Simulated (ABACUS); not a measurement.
# Rb (Im-3m) in ABACUS: notebook

One crystal, Rb, is run at these levels: PBE; tasks: single point.

Everything below comes from runs of ABACUS 3.10.1. Logs are shortened: lines on timing, memory, paths and dates and some standing lists are left out, and cuts for length are marked.

**1. The crystal as given**

Symmetry: Im-3m, No. 229, cubic system. Conventional cell: a = 5.605 Å, b = 5.605 Å, c = 5.605 Å, α = 90.00°, β = 90.00°, γ = 90.00°.

**2. Single point, PBE**

INPUT

```
INPUT_PARAMETERS
suffix              Rb
calculation         scf
basis_type          pw
pseudo_dir          ./
symmetry            1
dft_functional      pbe
ecutwfc             47
pseudo_rcut         7
nspin               1
nbands              9
ks_solver           dav
smearing_method     fd
smearing_sigma      0.00367493
scf_thr             1e-08
scf_nmax            100
mixing_type         broyden
mixing_beta         0.7
cal_force           1
cal_stress          1
kpar                4
```

STRU

```
ATOMIC_SPECIES
Rb 85.4678 Rb.upf

LATTICE_CONSTANT
1.8897261246

LATTICE_VECTORS
-2.8025000000 2.8025000000 2.8025000000
2.8025000000 -2.8025000000 2.8025000000
2.8025000000 2.8025000000 -2.8025000000

ATOMIC_POSITIONS
Direct

Rb
0.0
1
0.0000000000 0.0000000000 0.0000000000 1 1 1
```

KPT

```
K_POINTS
0
Gamma
5 5 5 0 0 0
```

Potentials or basis: Ansatz NC PBE, plane waves.

Run with:

```sh
$ OMP_NUM_THREADS=1 mpirun -np 4 abacus > log
```

running log:

```text
[... set-up lines left out ...]
 PW ALGORITHM --------------- ION=   1  ELEC=   1--------------------------------
 Notice: Threshold on eigenvalues was too large.
 hsover_error=0.09 > DRHO=0.0169148
 Origin diag ethr = 0.01
 New diag ethr = 0.000187942

 Density error is 0.0171245295373
                          Error Threshold = 0.000187941726964
----------------------------------------------------------
     Energy           Rydberg                 eV
----------------------------------------------------------
 E_KohnSham     -53.9920587139       -734.5996452593
 E_Harris       -54.7452479316       -744.8473102930
 E_Fermi        0.1718131212         2.3376374394
----------------------------------------------------------

 PW ALGORITHM --------------- ION=   1  ELEC=   2--------------------------------

 Density error is 0.000951323373095
                          Error Threshold = 0.000190272550414
----------------------------------------------------------
     Energy           Rydberg                 eV
----------------------------------------------------------
 E_KohnSham     -53.9945312027       -734.6332851949
 E_Harris       -54.1298563947       -736.4744788895
 E_Fermi        0.1647144434         2.2410549730
----------------------------------------------------------

 PW ALGORITHM --------------- ION=   1  ELEC=   3--------------------------------

 Density error is 0.000154176658349
                          Error Threshold = 1.05702597011e-05
----------------------------------------------------------
     Energy           Rydberg                 eV
----------------------------------------------------------
 E_KohnSham     -53.9946027579       -734.6342587544
 E_Harris       -54.0368102266       -735.2085208264
 E_Fermi        0.1615183799         2.1975702982
----------------------------------------------------------

 PW ALGORITHM --------------- ION=   1  ELEC=   4--------------------------------

 Density error is 7.55387607185e-07
                          Error Threshold = 1.71307398165e-06
----------------------------------------------------------
     Energy           Rydberg                 eV
----------------------------------------------------------
 E_KohnSham     -53.9946121430       -734.6343864450
 E_Harris       -53.9939534189       -734.6254240436
 E_Fermi        0.1594684966         2.1696802057
----------------------------------------------------------

 PW ALGORITHM --------------- ION=   1  ELEC=   5--------------------------------

 Density error is 7.24055066814e-09
                          Error Threshold = 8.39319563539e-09
----------------------------------------------------------
     Energy           Rydberg                 eV
----------------------------------------------------------
 E_KohnSham     -53.9946125292       -734.6343916995
 E_KS(sigma->0) -53.9941712069       -734.6283872009
 E_Harris       -53.9948565967       -734.6377124080
 E_band         -8.6148794255        -117.2114477704
 E_one_elec     -26.2761760105       -357.5057153933
 E_Hartree      14.0012025019        190.4961328781
 E_xc           -13.8882921053       -188.9599081200
 E_Ewald        -27.8304642707       -378.6528920671
 E_entropy(-TS) -0.0008826447        -0.0120089972
 E_descf        0.0000000000         0.0000000000
 E_exx          0.0000000000         0.0000000000
 E_Fermi        0.1593722174         2.1683702594
----------------------------------------------------------

 charge density convergence is achieved
 final etot is -734.6343917 eV
 EFERMI = 2.1683702594 eV

 STATE ENERGY(eV) AND OCCUPATIONS    NSPIN == 1
 1/3 kpoint (Cartesian) = 0.0000 0.0000 0.0000 (3151 pws)
       1       -26.7623      0.0160000
       2       -10.8010      0.0160000
       3       -10.8010      0.0160000
       4       -10.8010      0.0160000
       5       0.107322      0.0160000
       6        5.83211    2.40599e-34
       7        5.83211    2.40599e-34
       8        5.83211    2.40599e-34
       9        6.78723    1.21676e-42

 2/3 kpoint (Cartesian) = 0.035682 -0.035682 0.0000 (3224 pws)
       1       -26.7606       0.192000
       2       -10.8388       0.192000
       3       -10.8134       0.192000
       4       -10.8010       0.192000
       5       0.582042       0.192000
       6        4.98716    6.30315e-26
       7        5.32330    7.58374e-29
       8        6.27817    3.85496e-37
       9        6.54745    1.76637e-39

 3/3 kpoint (Cartesian) = 0.071365 -0.071365 0.0000 (3236 pws)
       1       -26.7578       0.192000
       2       -10.8982       0.192000
       3       -10.8333       0.192000
       4       -10.8011       0.192000
       5        1.81184       0.191846
       6        3.47491    8.60641e-13
       7        4.78786    3.39421e-24
       8        6.55998    1.37487e-39
       9        6.97920    3.14040e-43

------------------------------------------------------------------------------------------
 TOTAL-FORCE (eV/Angstrom)
------------------------------------------------------------------------------------------
                       Rb1         0.0000000000         0.0000000000         0.0000000000
------------------------------------------------------------------------------------------

----------------------------------------------------------------
 TOTAL-STRESS (KBAR)
----------------------------------------------------------------
         0.7079128962         0.0000000000         0.0000000000
         0.0000000000         0.7079128962        -0.0000000000
        -0.0000000000        -0.0000000000         0.7079128962
----------------------------------------------------------------
 TOTAL-PRESSURE: 0.707913 KBAR

 --------------------------------------------
 !FINAL_ETOT_IS -734.6343916994993606 eV
 --------------------------------------------
```

It took 4.1 s on 4 MPI ranks of AMD EPYC (Zen 3), shared host; peak memory 0.32 GiB.

What came out:

```
Free energy            : -734.6344 eV
Pressure               : 0.1 GPa
Band gap on the k mesh : none (metal or under the smearing width)
```

**3. Single point, PBE**

Changes to INPUT since step 2:

```diff
@@ -7,4 +7,4 @@
 dft_functional      pbe
-ecutwfc             47
-pseudo_rcut         7
+ecutwfc             40
+pseudo_rcut         10
 nspin               1
@@ -20,2 +20,6 @@
 cal_stress          1
+ecutrho             320
+out_chg             1
+out_pot             2
+out_elf             0
 kpar                4
```

Changes to STRU since step 2:

```diff
@@ -1,3 +1,3 @@
 ATOMIC_SPECIES
-Rb 85.4678 Rb.upf
+Rb 85.4678 rb_pbe_v1.uspp.F.UPF
```

KPT is that of step 2.

Potentials or basis: GBRV ultrasoft 1.5 PBE, plane waves.

Run with:

```sh
$ OMP_NUM_THREADS=1 mpirun -np 4 abacus > log
```

Wall time 34 s (4 MPI ranks of AMD EPYC (Zen 3), shared host); peak memory 1.1 GiB.

It converged, with:

- Free energy: -723.2399 eV
- Pressure: 0.1 GPa
- Band gap on the k mesh: none (metal or under the smearing width)

Levels at points of the mesh, in eV from the Fermi level:
| k point | band 1 | band 2 | band 3 | band 4 | band 5 | band 6 | band 7 | band 8 |
| --- | --- | --- | --- | --- | --- | --- | --- | --- |
| (0.00, 0.00, 0.00) | -28.93 | -12.97 | -12.97 | -12.97 | -2.06 | 3.67 | 3.67 | 4.62 |

**4. Single point, PBE**

Changes to INPUT since step 3:

```diff
@@ -7,4 +7,4 @@
 dft_functional      pbe
-ecutwfc             40
-pseudo_rcut         10
+ecutwfc             47
+pseudo_rcut         7
 nspin               1
@@ -20,6 +20,4 @@
 cal_stress          1
-ecutrho             320
 out_chg             1
 out_pot             2
-out_elf             0
-kpar                4
+out_elf             1
```

Changes to STRU since step 3:

```diff
@@ -1,3 +1,3 @@
 ATOMIC_SPECIES
-Rb 85.4678 rb_pbe_v1.uspp.F.UPF
+Rb 85.4678 Rb.upf
```

KPT is that of step 3.

Potentials or basis: PseudoDojo NC SR 0.4.1 PBE standard, plane waves.

Run with:

```sh
$ OMP_NUM_THREADS=1 mpirun -np 4 abacus > log
```

It took 4.5 s on 4 MPI ranks of AMD EPYC (Zen 3), shared host; peak memory 0.24 GiB.

It converged, with:

```yaml
Free_energy: -736.7835 eV
Pressure: 0.1 GPa
Band_gap_on_the_k_mesh: none (metal or under the smearing width)
```

Levels at points of the mesh, in eV from the Fermi level:
```tsv
k point	band 1	band 2	band 3	band 4	band 5	band 6	band 7	band 8	band 9
(0.00, 0.00, 0.00)	-28.94	-12.97	-12.97	-12.97	-2.06	3.67	3.67	3.67	4.62
```

**5. Single point, PBE**

Changes to INPUT since step 4:

```diff
@@ -20,4 +20,2 @@
 cal_stress          1
-out_chg             1
-out_pot             2
-out_elf             1
+kpar                4
```

STRU is that of step 4.

KPT is that of step 4.

Potentials or basis: PseudoDojo NC SR 0.5 PBE standard, plane waves.

Run with:

```sh
$ OMP_NUM_THREADS=1 mpirun -np 4 abacus > log
```

Wall time 4.6 s (4 MPI ranks of AMD EPYC (Zen 3), shared host); peak memory 0.32 GiB.

Results (log left out):

```
Free energy            : -734.8120 eV
Pressure               : 0.1 GPa
Band gap on the k mesh : none (metal or under the smearing width)
```

Levels at points of the mesh, in eV from the Fermi level:
```
           k point  band 2  band 3  band 4  band 5  band 6  band 7
(0.00, 0.00, 0.00)  -12.97  -12.97  -12.97   -2.06    3.67    3.67
```

**6. Single point, PBE**

Changes to INPUT since step 5:

```diff
@@ -7,3 +7,3 @@
 dft_functional      pbe
-ecutwfc             47
+ecutwfc             60
 pseudo_rcut         7
```

Changes to STRU since step 5:

```diff
@@ -1,3 +1,3 @@
 ATOMIC_SPECIES
-Rb 85.4678 Rb.upf
+Rb 85.4678 Rb_ONCV_PBE-1.2.upf
```

KPT is that of step 5.

Potentials or basis: SG15 ONCV 1.2 PBE, plane waves.

Run with:

```sh
$ OMP_NUM_THREADS=1 mpirun -np 4 abacus > log
```

Run time: 4.9 s. Hardware: 4 MPI ranks of AMD EPYC (Zen 3), shared host; peak memory 0.32 GiB.

The run converged. Its results:

```yaml
Free_energy: -665.6716 eV
Pressure: 0.1 GPa
Band_gap_on_the_k_mesh: none (metal or under the smearing width)
```

Levels at points of the mesh, in eV from the Fermi level:
```csv
k point,band 1,band 2,band 3,band 4,band 5,band 6,band 7,band 8
"(0.00, 0.00, 0.00)",-28.93,-12.97,-12.97,-12.97,-2.06,3.67,3.67,3.67
```

**7. Single point, PBE**

INPUT is that of step 6.

Changes to STRU since step 6:

```diff
@@ -1,3 +1,3 @@
 ATOMIC_SPECIES
-Rb 85.4678 Rb_ONCV_PBE-1.2.upf
+Rb 85.4678 37_Rb_9_2.8_3.3_pbe_n_v1.0.upf
```

KPT is that of step 6.

Potentials or basis: SPMS ONCV 1.0 PBE, plane waves.

Run with:

```sh
$ OMP_NUM_THREADS=1 mpirun -np 4 abacus > log
```

Run time: 5 s. Hardware: 4 MPI ranks of AMD EPYC (Zen 3), shared host; peak memory 0.32 GiB.

It converged, with:

| Property | Result |
| --- | --- |
| Free energy | -748.0776 eV |
| Pressure | 0.1 GPa |
| Band gap on the k mesh | none (metal or under the smearing width) |

Levels at points of the mesh, in eV from the Fermi level:
```csv
k point,band 1,band 2,band 3,band 4,band 5,band 6,band 7,band 8
"(0.00, 0.00, 0.00)",-28.94,-12.97,-12.97,-12.97,-2.06,3.67,3.67,3.67
```

**8. Overview**

```tsv
potentials or basis	cutoff (eV)	radial cutoff of the potentials (pseudo_rcut)	gap on the mesh (eV)	pressure (GPa)
Ansatz NC PBE, plane waves	639	7 bohr	none	0.1
GBRV ultrasoft 1.5 PBE, plane waves	544	10 bohr	none	0.1
PseudoDojo NC SR 0.4.1 PBE standard, plane waves	639	7 bohr	none	0.1
PseudoDojo NC SR 0.5 PBE standard, plane waves	639	7 bohr	none	0.1
SG15 ONCV 1.2 PBE, plane waves	816	7 bohr	none	0.1
SPMS ONCV 1.0 PBE, plane waves	816	7 bohr	none	0.1
```

Alike in all rows: task single point; level PBE; no spin polarisation; cell as given; k mesh 5 × 5 × 5; smearing fermi-dirac 0.05 eV.

Total energies depend on the potentials used, so only differences within one code and one set of settings carry meaning.
